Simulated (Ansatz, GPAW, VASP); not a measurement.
## TePb: 4 runs at one level of theory

```
CELL_PARAMETERS angstrom
0.00000 3.23100 3.23100
3.23100 0.00000 3.23100
3.23100 3.23100 0.00000
ATOMIC_POSITIONS crystal
Pb 0.00000 0.00000 0.00000
Te 0.50000 0.50000 0.50000
```

Alike in all runs: task single point; functional PBE; k mesh 7 × 7 × 7; occupations gaussian, width 0.015 eV; no spin polarisation; no spin-orbit coupling. Pressure is positive in compression and, in plane waves, holds the error of the finite cutoff, which Ansatz's Pulay term estimates and takes out.

| program and potentials | plane-wave cutoff (eV) | notes | pressure (GPa) |
| --- | --- | --- | --- |
| Ansatz, Ansatz PAW | 420 | 15 valence electrons an atom on average; Pulay term of +0.02 GPa included | 2.11 |
| Ansatz, all-electron LAPW, scalar-relativistic | - | - | 2.12 |
| VASP, PBE PAW files Pb_d, Te, 520 eV | 520 | 10 valence electrons an atom on average | 2.05 |
| GPAW, GPAW PAW data sets (gpaw-data 1.2.1) | 600 | 10 valence electrons an atom on average | 1.83 |

The pressure spans 1.83 (GPAW, GPAW PAW data sets (gpaw-data 1.2.1)) to 2.12 GPa (Ansatz, all-electron LAPW, scalar-relativistic), with all-electron results at 2.12.

The functional is the same throughout but for its coding, so the spread measures potentials, basis and numerics; runs on potential files found faulty are left out.
